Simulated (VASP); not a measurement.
TiO2 (Rutile):

```
Ti O
1.0
     4.59220    0.00000    0.00000
     0.00000    4.59220    0.00000
     0.00000    0.00000    2.95740
Ti O
2 4
Direct
  0.00000 0.00000 0.00000
  0.50000 0.50000 0.50000
  0.30496 0.30496 0.00000
  0.19504 0.80496 0.50000
  0.69504 0.69504 0.00000
  0.80496 0.19504 0.50000
```

Program: VASP 6.6.1. Alike in all runs: task single point; potentials or basis VASP PAW PBE potentials, release 64 (Ti_sv, O); no spin polarisation; cell as given; cutoff (eV) 520; smearing fermi-dirac 0.02 eV. Hardware: 4 MPI ranks on Intel(R) Xeon(R) Platinum 8488C (Sapphire Rapids), with other jobs on the host.

**Question.** Order these runs on this cell by their wall time, lowest first.
A. level PBEsol; k mesh 5 × 5 × 8
B. level HSE06; k mesh 4 × 4 × 6; grid for exact exchange (PRECFOCK) Fast; screening parameter 0.2 1/A
C. level r2SCAN; k mesh 5 × 5 × 8

**Answer.** A (22 s), C (54 s), B (1300 s).

Runs at the PBE level aren't shown here.
